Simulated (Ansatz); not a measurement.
Input of an Ansatz 0.2.0 run:

input.yaml

```yaml
crystal:
  lattice:
    - [2.1542, 1.2437279499, 3.758]
    - [-2.1542, 1.2437279499, 3.758]
    - [0.0, -2.4874558998, 3.758]
  atoms:
    - { symbol: Sb, position: [0.76651, 0.76651, 0.76651] }
    - { symbol: Sb, position: [0.23349, 0.23349, 0.23349] }
hamiltonian:
  xc:
    exchange: hjs_pbesol
    correlation: pbesol
    exx: { coeff: 0.25, omega: 0.207 }
  pseudopotentials: { kind: paw }
kpoints:
  mp_grid: { grid: [4, 4, 4] }
  band_path:
    path:
      - [[0.0, 0.0, 0.0], [0.5, 0.0, 0.0], [0.5, 0.2396873643, -0.2396873643]]
      - [[0.7603126357, 0.5, 0.2396873643], [0.5, 0.5, 0.5], [0.0, 0.0, 0.0], [0.3698436821, 0.0, -0.3698436821]]
      - [[0.6301563179, 0.3698436821, 0.0], [0.5, 0.5, 0.0], [0.6301563179, 0.6301563179, 0.2396873643], [0.5, 0.5, 0.5]]
      - [[0.5, 0.0, 0.0], [0.7603126357, 0.3698436821, 0.3698436821]]
    npoints: 4
scf:
  occupations: { method: fermi_dirac, width: 0.05 }
  n_extra_bands: 6
output:
  forces: true
  stress: true
  eigenvalues: true
  fatbands: false
```

Potentials or basis: Ansatz PAW.

Command:

```console
$ ansatz run input.yaml --threads 2 --pin off --max-ram 5632MiB --backend cpu --events-out ev --progress --plain --runs-dir out
```

(1) What does it give for the pressure?

(2) What does it give for the largest force?

(3) Predict the band gap on the k mesh.

## Answers

(1) -0.9 GPa.

(2) 0.374 eV/Å.

(3) 0.30 eV, indirect (least direct gap 0.39 eV).

Caveat: the k mesh is coarse (spacing up to 0.44 Å⁻¹), so the values aren't converged, least of all with exact exchange; spin-orbit coupling is left out, which moves the levels of the heavy elements; the PAW data sets come from PBE, with cores solved anew for the run's functional, which leaves a small shift of forces and pressure; the thresholds are loose for stress.
